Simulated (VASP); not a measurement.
A run of VASP 6.6.1 is set up as follows.

The input INCAR:

```
PREC = Accurate ; ENCUT = 520
EDIFF = 1E-6 ; ISMEAR = 1
SIGMA = 0.05 ; LREAL = False
LASPH = True ; NELM = 100
ALGO = Normal ; ISIF = 2
LWAVE = False ; LCHARG = False
GGA = B5 ; ALDAX = 1.0
AGGAX = 1.0 ; AGGAC = 1.0
ALDAC = 0.0 ; NBANDS = 16
```

Contents of KPOINTS:

```
regular mesh
0
Gamma
  9 9 5
```

POSCAR

```
BN
1.0
    2.5539396017      0.0000000000      0.0000000000
   -1.2769698009      2.2117765748      0.0000000000
    0.0000000000      0.0000000000      4.2268550000
N B
2 2
Direct
    0.3346400000      0.6706570000      0.1222730000
    0.6617990000      0.3297410000      0.6276780000
    0.3285380000      0.6657380000      0.5045240000
    0.6652030000      0.3293380000      0.9975300000
```

Potentials or basis: VASP PAW PBE potentials, release 64 (N, B).

Launch:

```bash
$ cat potpaw_PBE.64/N/POTCAR potpaw_PBE.64/B/POTCAR > POTCAR
$ mpirun -np 1 vasp_std > vasp.out
```

(1) What does it give for the band gap on the k mesh?

(2) What does it give for the pressure?

(3) What does it give for the largest force?

Answers

(1) 5.61 eV, indirect (least direct gap 8.33 eV).

(2) 7.1 GPa.

(3) 0.707 eV/Å.

Caveat: the PAW data sets were made with another functional, which shifts forces and pressure a little; an odd mesh through Γ misses points on the zone boundary, where band edges often lie.
